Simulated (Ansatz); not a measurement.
# Ruthenium (simple cubic) across density functionals

All rows: Ansatz, plane waves with scalar-relativistic PAW, 420 eV (500 eV for the SCAN forms), relaxed under each functional, no dispersion correction, no zero-point motion. B₀ comes from uniform scaling at fixed shape; a dash is a value not given.

| functional | V (Å³/atom) | cell | B₀ (GPa) | magnetic state | ΔE to hcp (meV/atom) |
| --- | --- | --- | --- | --- | --- |
| PBE | 15.85 | a = 2.512 Å | 220 | spin not included | 1137 |
| r²SCAN | 15.47 | a = 2.491 Å | 239 | spin not included | 1170 |
| PBEsol | 15.27 | a = 2.481 Å | 247 | spin not included | 1229 |
| LDA | 14.96 | a = 2.464 Å | 263 | spin not included | 1230 |
| revPBE | 16.05 | a = 2.522 Å | 210 | spin not included | 1116 |
| RPBE | 16.13 | a = 2.527 Å | 207 | spin not included | 1107 |
| BLYP | 16.66 | a = 2.554 Å | 190 | spin not included | 880 |

LDA gives the smallest volume and BLYP the largest.
